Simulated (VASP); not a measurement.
# C (P6_3/mmc) in VASP: a series of runs

Runs on C. Level: PBE+D3(BJ). Tasks: relaxation of cell and atoms, vibrations by finite differences.

Program: VASP 6.6.1. These are calculated values, not measurements. Logs are shortened: lines on timing, memory, paths and dates and some standing lists are left out, and cuts for length are marked.

### Step 1. The structure

Symmetry: P6_3/mmc, No. 194, hexagonal system. The conventional cell has a = 2.456 Å, b = 2.456 Å, c = 6.696 Å, α = 90.00°, β = 90.00°, γ = 120.00°. C (site symmetry -6m2) has 3 C at 1.42 Å as nearest neighbours. Around C (site symmetry -6m2) lie 3 C at 1.42 Å.

### Step 2. Relaxation of cell and atoms, PBE+D3(BJ)

The input, INCAR:

```
ALGO = Normal ; EDIFF = 1E-7
EDIFFG = -0.002 ; ENCUT = 520
GGA = PE ; IBRION = 2
ISIF = 3 ; ISMEAR = 0
IVDW = 12 ; LASPH = T
LCHARG = F ; LREAL = F
LWAVE = F ; NELM = 60
NSW = 80 ; PREC = Accurate
SIGMA = 0.02
```

The input, KPOINTS:

```
k-points
0
Gamma
  15 15 6
```

The input, POSCAR:

```
C
1.0
    2.4560000000      0.0000000000      0.0000000000
   -1.2280000000      2.1269583900      0.0000000000
    0.0000000000      0.0000000000      6.6960000000
C
4
Direct
    0.0000000000      0.0000000000      0.7500000000
    0.0000000000      0.0000000000      0.2500000000
    0.3333333300      0.6666666700      0.7500000000
    0.6666666700      0.3333333300      0.2500000000
```

Potentials or basis: VASP PAW PBE potentials, release 64 (C).

Started as:

```sh
> cat potpaw_PBE.64/C/POTCAR > POTCAR
> mpirun -np 1 vasp_std > vasp.out
```

OUTCAR:

```text
EDIFF = 1E-7
   EDIFFG = -0.002
   ENCUT = 520
   GGA = PE
   IBRION = 2
   ISIF = 3
   ISMEAR = 0
   IVDW = 12
   LASPH = T
   LREAL = F
   NELM = 60
   NSW = 80
   PREC = Accurate
 IVDW          = 12

 ion  position               nearest neighbor table
   1  0.000  0.000  0.750-   3 1.42   3 1.42   3 1.42
   2  0.000  0.000  0.250-   4 1.42   4 1.42   4 1.42
   3  0.333  0.667  0.750-   1 1.42   1 1.42   1 1.42
   4  0.667  0.333  0.250-   2 1.42   2 1.42   2 1.42

  LATTYP: Found a hexagonal cell.
 ALAT       =     2.4560000000
 C/A-ratio  =     2.7263843648

  Lattice vectors:

 A1 = (   2.4560000000,   0.0000000000,   0.0000000000)
 A2 = (  -1.2280000000,   2.1269583900,   0.0000000000)
 A3 = (   0.0000000000,   0.0000000000,   6.6960000000)

Analysis of symmetry for initial positions (statically):
=====================================================================
 Subroutine PRICEL returns:
 Original cell was already a primitive cell.

 Routine SETGRP: Setting up the symmetry group for a
 hexagonal supercell.

 Subroutine GETGRP returns: Found 24 space group operations
 (whereof 12 operations were pure point group operations)
 out of a pool of 24 trial point group operations.

The static configuration has the point symmetry D_3d.
 The point group associated with its full space group is D_6h.

Analysis of symmetry for dynamics (positions and initial velocities):
=====================================================================
 Subroutine PRICEL returns:
 Original cell was already a primitive cell.

 Routine SETGRP: Setting up the symmetry group for a
 hexagonal supercell.

 Subroutine GETGRP returns: Found 24 space group operations
 (whereof 12 operations were pure point group operations)
 out of a pool of 24 trial point group operations.

The dynamic configuration has the point symmetry D_3d.
 The point group associated with its full space group is D_6h.

 Subroutine INISYM returns: Found 24 space group operations
 (whereof 12 operations are pure point group operations),
 and found     1 'primitive' translations

----------------------------------------------------------------------------------------

                                     Primitive cell

  volume of cell :      34.9786

  direct lattice vectors                    reciprocal lattice vectors
     2.456000000  0.000000000  0.000000000     0.407166124  0.235077471  0.000000000
    -1.228000000  2.126958390  0.000000000     0.000000000  0.470154943  0.000000000
     0.000000000  0.000000000  6.696000000     0.000000000  0.000000000  0.149342891

  length of vectors
     2.456000000  2.455999999  6.696000000     0.470154942  0.470154943  0.149342891

  position of ions in fractional coordinates (direct lattice)
     0.000000000  0.000000000  0.750000000
     0.000000000  0.000000000  0.250000000
     0.333333330  0.666666670  0.750000000
     0.666666670  0.333333330  0.250000000

  ion indices of the primitive-cell ions
   primitive index   ion index
                 1           1
                 2           2
                 3           3
                 4           4

----------------------------------------------------------------------------------------

 KPOINTS: k-points

Automatic generation of k-mesh.
 Grid dimensions read from file:
 generate k-points for:   15   15    6

 Generating k-lattice:

  Cartesian coordinates                     Fractional coordinates (reciprocal lattice)
     0.027144408  0.015671831  0.000000000     0.066666667  0.000000000  0.000000000
     0.000000000  0.031343663  0.000000000     0.000000000  0.066666667  0.000000000
     0.000000000  0.000000000  0.024890482     0.000000000  0.000000000  0.166666667

  Length of vectors
     0.031343663  0.031343663  0.024890482

  Shift w.r.t. Gamma in fractional coordinates (k-lattice)
     0.000000000  0.000000000  0.000000000

 Subroutine IBZKPT returns following result:
 ===========================================

 Found    108 irreducible k-points:

 Following reciprocal coordinates:
            Coordinates               Weight
  0.000000  0.000000  0.000000      1.000000
  0.066667  0.000000  0.000000      6.000000
  0.133333  0.000000  0.000000      6.000000
  0.200000 -0.000000  0.000000      6.000000
  0.266667  0.000000  0.000000      6.000000
  0.333333  0.000000  0.000000      6.000000
[... 16 lines left out ...]
  0.333333  0.200000  0.000000     12.000000
  0.400000  0.200000  0.000000      6.000000
 [... further k-points ...]
   k-points           NKPTS =    108   k-points in BZ     NKDIM =    108   number of bands    NBANDS=     12
   number of dos      NEDOS =    301   number of ions     NIONS =      4
   total plane-waves  NPLWV =  16200
   dimension x,y,z NGX =    18 NGY =   18 NGZ =   50
   dimension x,y,z NGXF=    36 NGYF=   36 NGZF=  100
   ions per type =               4
   NGX,Y,Z   is equivalent  to a cutoff of  12.18, 12.18, 12.41 a.u.
   NGXF,Y,Z  is equivalent  to a cutoff of  24.37, 24.37, 24.83 a.u.
 SYSTEM =  unknown system
   PREC   = accura    normal or accurate (medium, high low for compatibility)
   ISTART =      0    job   : 0-new  1-cont  2-samecut
   ICHARG =      2    charge: 1-file 2-atom 10-const
   ISPIN  =      1    spin polarized calculation?
   LNONCOLLINEAR =      F non collinear calculations
   LSORBIT =      F    spin-orbit coupling
   LASPH  =      T    aspherical Exc in radial PAW
   ENCUT  =  520.0 eV  38.22 Ry    6.18 a.u.   4.57  4.57 12.45*2*pi/ulx,y,z
   NELM   =     60;   NELMIN=  2; NELMDL= -5     # of ELM steps
   EDIFF  = 0.1E-06   stopping-criterion for ELM
   LREAL  =      F    real-space projection
   EDIFFG = -.2E-02   stopping-criterion for IOM
   NSW    =     80    number of steps for IOM
   IBRION =      2    ionic relax: 0-MD 1-quasi-New 2-CG
   NFREE  =      1    steps in history (QN), initial steepest desc. (CG)
   ISIF   =      3    stress and relaxation
   ISYM   =      2    0-nonsym 1-usesym 2-fastsym
   POTIM  = 0.5000    time-step for ionic-motion
   TEBEG  =    0.0;   TEEND  =   0.0 temperature during run
   PSTRESS=    0.0 pullay stress
   NELECT =      16.0000    total number of electrons
   NUPDOWN=      -1.0000    fix difference up-down
   EMIN   =  10.00;   EMAX   =-10.00  energy-range for DOS
   EFERMI =   0.00;   METHOD = LEGACY
   ISMEAR =     0;   SIGMA  =   0.02  broadening in eV -4-tet -1-fermi 0-gaus
   EFERMI_NEDOS =   21; number of points for ismear=-14 and -15
   IALGO  =     38    algorithm
   IMIX   =      4    mixing-type and parameters
     AMIX     =   0.40;   BMIX     =  1.00
     AMIX_MAG =   1.60;   BMIX_MAG =  1.00
  volume/ion in A,a.u.               =       8.74        59.01
  Fermi-wavevector in a.u.,A,eV,Ry     =   1.261384  2.383670 21.648079  1.591089
  Thomas-Fermi vector in A             =   2.394846
   LORBIT       =      0    0 simple, 1 ext, 2 COOP (PROOUT), +10 PAW based schemes
   GGA     = PE    functional components
   LHFCALC =     F    Hartree Fock is set to
   AEXX    =    0.0000 exact exchange contribution
   IVDW    =    12    specifies the selected vdW correction
   LEPSILON=     F    determine dielectric tensor
   LRPA    =     F    only Hartree local field effects (RPA)
 conjugate gradient relaxation of ions
 non-spin polarized calculation
 Gauss-broadening in eV      SIGMA  =   0.02
  energy-cutoff  :      520.00
  volume of cell :       34.98
 maximum number of plane-waves:       979
   NGX =  9   NGY =  9   NGZ = 25

--------------------------------------- Ionic step        1  -------------------------------------------

 number of electron      15.9999994 magnetization

 Free energy of the ion-electron system (eV)
  ---------------------------------------------------
  ext. energy  EPLUGINS =         0.00000000
  ---------------------------------------------------
  free energy    TOTEN  =       -36.83428581 eV

  energy without entropy =      -36.83410830  energy(sigma->0) =      -36.83419706

------------------------ aborting loop because EDIFF is reached ----------------------------------------

 Edisp (eV)   -0.62732

 E8    (eV) :    -0.1778

  FORCE on cell =-STRESS in cart. coord.  units (eV):
  Direction    XX          YY          ZZ          XY          YZ          ZX
  --------------------------------------------------------------------------------------
  -------------------------------------------------------------------------------------
  Total       1.22838     1.22838     0.02048    -0.00000    -0.00000     0.00000
  in kB      56.26530    56.26530     0.93802    -0.00000    -0.00000     0.00000
  external pressure =       37.82 kB  Pullay stress =        0.00 kB
[... 317 lines left out ...]
  energy  without entropy=      -37.4665756633  energy(sigma->0) =      -37.46666717

--------------------------------------- Ionic step        9  -------------------------------------------

 number of electron      15.9999994 magnetization

 Free energy of the ion-electron system (eV)
  ---------------------------------------------------
  ext. energy  EPLUGINS =         0.00000000
  ---------------------------------------------------
  free energy    TOTEN  =       -36.84287455 eV

  energy without entropy =      -36.84269436  energy(sigma->0) =      -36.84278445

 E-fermi :   4.6472     XC(G=0): -10.3079

 val. band max:        4.6450707680   @ k =   0.3333   0.3333   0.5000
 cond. band min:       4.6558941254   @ k =   0.3333   0.3333   0.3333
 fundamental gap:      0.0108233574
 Fermi energy:         4.6472158645

 k-point     1 :       0.0000    0.0000    0.0000
  band No.  band energies     occupation
      1     -14.9852      2.00000
      2     -14.6889      2.00000
      3      -3.8430      2.00000
      4      -1.8929      2.00000
      5       1.6339      2.00000
      6       1.6339      2.00000
      7       1.6520      2.00000
      8       1.6520      2.00000
      9       8.9304      0.00000
     10      12.9637      0.00000
     11      12.9637      0.00000
     12      13.0148      0.00000
[... 331 lines left out ...]
 k-point    24 :       0.4000    0.2000    0.0000
  band No.  band energies     occupation
      1      -9.0470      2.00000
      2      -8.9429      2.00000
      3      -8.0243      2.00000
      4      -7.9581      2.00000
      5      -4.2082      2.00000
      6      -4.1067      2.00000
      7       2.7527      2.00000
      8       3.4119      2.00000
      9       6.0058      0.00000
     10       6.1376      0.00000
     11      15.1546      0.00000
     12      15.8091      0.00000

 [... further k-points ...]

------------------------ aborting loop because EDIFF is reached ----------------------------------------

 Edisp (eV)   -0.62393

 E8    (eV) :    -0.1768

  FORCE on cell =-STRESS in cart. coord.  units (eV):
  Direction    XX          YY          ZZ          XY          YZ          ZX
  --------------------------------------------------------------------------------------
  -------------------------------------------------------------------------------------
  Total       0.00710     0.00710    -0.00155     0.00000    -0.00000     0.00000
  in kB       0.32123     0.32123    -0.06992     0.00000    -0.00000     0.00000
  external pressure =        0.19 kB  Pullay stress =        0.00 kB
[... 19 lines left out ...]
  FREE ENERGIE OF THE ION-ELECTRON SYSTEM (eV)
  ---------------------------------------------------
  free  energy   TOTEN  =       -37.4667996109 eV

  energy  without entropy=      -37.4666194254  energy(sigma->0) =      -37.46670952

 reached required accuracy - stopping structural energy minimisation
```

It took 1.8 min on 1 thread of Intel Xeon Platinum 8488C (Sapphire Rapids), shared host; peak memory 0.17 GiB.

Results:

```yaml
Free_energy: -37.4668 eV
Relaxed_volume: 8.85 Å³/atom
Relaxed_cell: a = 2.466 Å, b = 2.466 Å, c = 6.722 Å, α = 90.00°, β = 90.00°, γ = 120.00°
Space_group_after_relaxing_to_0.05_Å: P6_3/mmc (No. 194)
Energy_gained_by_relaxing: 1.3 meV/atom
Ionic_steps: 9
Pressure_after_relaxing: 0.0 GPa
Band_gap_on_the_k_mesh: none (metal or under the smearing width)
Dispersion_energy_per_atom: -0.156 eV
```

Step by step:
| step | energy change (eV) | largest force (eV/Å) | pressure (GPa) | volume (Å³) |
| --- | --- | --- | --- | --- |
| 1 | 0.0000 | 0.0000 | 3.78 | 34.98 |
| 2 | 0.0261 | 0.0000 | -8.65 | 36.03 |
| 3 | -0.0051 | 0.0000 | 0.00 | 35.28 |
| 4 | -0.0051 | 0.0000 | 0.07 | 35.27 |
| 5 | -0.0051 | 0.0000 | 0.06 | 35.28 |
| 6 | -0.0052 | 0.0000 | 0.05 | 35.32 |
| 7 | -0.0052 | 0.0000 | 0.03 | 35.38 |
| 8 | -0.0051 | 0.0000 | -0.03 | 35.52 |
| 9 | -0.0052 | 0.0000 | 0.02 | 35.41 |

Final structure:
```
CELL_PARAMETERS angstrom
2.46631 0.00000 0.00000
-1.23316 2.13589 0.00000
0.00000 0.00000 6.72202
ATOMIC_POSITIONS crystal
C 0.00000 0.00000 0.75000
C 0.00000 0.00000 0.25000
C 0.33333 0.66667 0.75000
C 0.66667 0.33333 0.25000
```

Zero-point motion and thermal expansion aren't in these numbers.

### Step 3. Relaxation of cell and atoms, PBE+D3(BJ)

This run uses another cell than the first one, of 8.85 Å³/atom, 1.012 times its volume.

INCAR is that of step 2.

KPOINTS is that of step 2.

The input, POSCAR:

```
C                                       
1.0
    2.4663100884     -0.0000000000     -0.0000000000
   -1.2331550442      2.1358871885      0.0000000000
    0.0000000000     -0.0000000000      6.7220219887
  C             
     4
Direct
     0.0000000000000000    0.0000000000000000    0.7500000000000000
     0.0000000000000000    0.0000000000000000    0.2500000000000000
     0.3333333300000021    0.6666666699999979    0.7500000000000000
     0.6666666699999979    0.3333333300000021    0.2500000000000000
```

Potentials or basis: VASP PAW PBE potentials, release 64 (C).

Started as:

```sh
> cat potpaw_PBE.64/C/POTCAR > POTCAR
> mpirun -np 1 vasp_std > vasp.out
```

Run time: 25 s. Hardware: 1 thread of Intel Xeon Platinum 8488C (Sapphire Rapids), shared host; peak memory 0.17 GiB.

It converged, with:

```
Free energy                : -37.4671 eV
Pressure after relaxing    : 0.0 GPa
Band gap on the k mesh     : none (metal or under the smearing width)
Dispersion energy per atom : -0.156 eV
```

Final structure:
```
C
1.0
     2.46631    0.00000    0.00000
    -1.23316    2.13589    0.00000
     0.00000    0.00000    6.72202
C
4
Direct
  0.00000 0.00000 0.75000
  0.00000 0.00000 0.25000
  0.33333 0.66667 0.75000
  0.66667 0.33333 0.25000
```

Levels at points of the mesh, in eV from the Fermi level:
| k point | band 5 | band 6 | band 7 | band 8 | band 9 | band 10 | band 11 | band 12 |
| --- | --- | --- | --- | --- | --- | --- | --- | --- |
| (0.00, 0.00, 0.00) | -3.01 | -3.01 | -3.00 | -3.00 | 4.28 | 8.32 | 8.33 | 8.37 |
| (0.00, 0.00, 0.50) | -3.00 | -3.00 | -3.00 | -3.00 | 6.91 | 6.91 | 8.34 | 8.34 |

Caveat: the relaxation stopped at its first step, so nothing moved.

### Step 4. Vibrations by finite differences, PBE+D3(BJ) (a relaxed cell with its volume scaled by 0.98)

The input, INCAR:

```
ALGO = Normal ; EDIFF = 1E-8
ENCUT = 520 ; GGA = PE
IBRION = 6 ; ISIF = 2
ISMEAR = 0 ; IVDW = 12
LASPH = T ; LCHARG = F
LREAL = F ; LWAVE = F
NBANDS = 16 ; NELM = 60
NFREE = 2 ; NSW = 1
POTIM = 0.015 ; PREC = Accurate
SIGMA = 0.02
```

KPOINTS is that of step 3.

Changes to POSCAR since step 3:

```diff
@@ -2,5 +2,5 @@
 1.0
-    2.4663100884     -0.0000000000     -0.0000000000
-   -1.2331550442      2.1358871885      0.0000000000
-    0.0000000000     -0.0000000000      6.7220219887
+    2.4497571730      0.0000000000      0.0000000000
+   -1.2248785865      2.1215519432      0.0000000000
+    0.0000000000      0.0000000000      6.6769063878
   C
```

Started as:

```sh
> cat potpaw_PBE.64/C/POTCAR > POTCAR
> mpirun -np 1 vasp_std > vasp.out
```

It took 8.9 min on 1 thread of Intel Xeon Platinum 8488C (Sapphire Rapids), shared host; peak memory 0.42 GiB.

Results (log left out):

```yaml
Highest_phonon_frequency_at_Γ: 1582 cm⁻¹
Most_unstable_mode: 33i cm⁻¹
Dispersion_energy_per_atom: -0.157 eV
```

Phonon frequencies in cm⁻¹ (negative: imaginary):
| q point | frequencies |
| --- | --- |
| (0.000, 0.000, 0.000) | -33 -33 0 0 0 115 859 868 1578 1578 1582 1582 |

Caveat: some modes are imaginary.

### Step 5. Vibrations by finite differences, PBE+D3(BJ) (a relaxed cell with its volume scaled by 1.02)

INCAR is that of step 4.

KPOINTS is that of step 4.

Changes to POSCAR since step 4:

```diff
@@ -2,5 +2,5 @@
 1.0
-    2.4497571730      0.0000000000      0.0000000000
-   -1.2248785865      2.1215519432      0.0000000000
-    0.0000000000      0.0000000000      6.6769063878
+    2.4826437438      0.0000000000      0.0000000000
+   -1.2413218719      2.1500325490      0.0000000000
+    0.0000000000      0.0000000000      6.7665399880
   C
```

Started as:

```sh
> cat potpaw_PBE.64/C/POTCAR > POTCAR
> mpirun -np 1 vasp_std > vasp.out
```

It took 8.7 min on 1 thread of Intel Xeon Platinum 8488C (Sapphire Rapids), shared host; peak memory 0.44 GiB.

Results (log left out):

```
Highest phonon frequency at Γ : 1503 cm⁻¹
Most unstable mode            : 33i cm⁻¹
Dispersion energy per atom    : -0.154 eV
```

Phonon frequencies in cm⁻¹ (negative: imaginary):
| q point | frequencies |
| --- | --- |
| (0.000, 0.000, 0.000) | -33 -33 0 0 0 105 862 870 1499 1499 1503 1503 |

Caveat: some modes are imaginary.
